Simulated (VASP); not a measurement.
GaSb:

```
Sb Ga
1.0
     0.00000    3.05900    3.05900
     3.05900    0.00000    3.05900
     3.05900    3.05900    0.00000
Sb Ga
1 1
Direct
  0.75000 0.75000 0.75000
  0.00000 0.00000 0.00000
```

Base run:

| Property | Result |
| --- | --- |
| Program | VASP 6.6.1 |
| Functional | AM05 |
| Potentials or basis | VASP PAW PBE potentials, release 64 (Sb, Ga_d) |
| Cutoff | 520 eV |
| k mesh | 8 × 8 × 8 |
| Occupations | fermi-dirac, width 0.05 eV |
| Spin | no spin polarisation |

Its results: pressure 0.3 GPa.

Q: The run is repeated on the same cell with these changes: functional from AM05 to PW91. What comes out?

A: Pressure 2.4 GPa.

PW91 binds less tightly than AM05, so the same cell stands under more pressure.

Caveats: the PAW data sets were made with another functional, which shifts forces and pressure a little.
